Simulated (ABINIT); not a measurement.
Runs of ABINIT 10.8.3 (patched build) on CoO. The structure is cubic, space group Fm-3m (No. 225). Conventional cell: a = 4.263 Å, b = 4.263 Å, c = 4.263 Å, α = 90.00°, β = 90.00°, γ = 90.00°. Co (site symmetry m-3m) has 6 O at 2.13 Å as nearest neighbours. O (site symmetry m-3m) has 6 Co at 2.13 Å as nearest neighbours. 

```csv
task,level,potentials or basis,cell,k mesh,cutoff (eV),cell freedom (optcell),optimiser (ionmov),cutoff smearing ecutsm (Ha),force stop (Ha/bohr),bands in the sums,gap on the mesh (eV),pressure (GPa),moment (μB)
single point,PBE,PseudoDojo NC SR PBE v0.4.1 standard,cell relaxed,8 × 8 × 8,1306,-,-,-,-,-,none,-0.1,2.97
relaxation of cell and atoms,PBE,PseudoDojo NC SR PBE v0.4.1 standard,relaxed,8 × 8 × 8,1306,2,2,0.5,2e-05,-,none,0.0,2.97
optical spectrum,PBEsol,PseudoDojo NC SR PBEsol v0.4.1 standard,as given,"8 × 8 × 8, with 4 shifts",1143,-,-,-,-,24,-,(a),2.99
single point,PBEsol,PseudoDojo NC SR PBEsol v0.4.1 standard,as given,8 × 8 × 8,1143,-,-,-,-,-,none,-13.5,2.97
```

Alike in all rows: spin collinear, ferromagnetic start; smearing fermi-dirac 0.05 eV.

Problem. Fill in the values left out.

Solution. (a) -13.3.

Caveats: a cell with one magnetic atom can't hold antiferromagnetic order, which such compounds often take; semilocal functionals often make such compounds metallic where correlation or magnetic order opens a gap, which also shifts bond lengths (some runs); Libxc's GGAs can fail where the two spin gradients oppose each other (some runs); the intraband (Drude) term is left out (some runs); spectra need much finer meshes, so this one isn't converged (some runs); independent-particle spectra lack excitons (some runs).

A gap of «none» marks a metal or a gap under the smearing width.
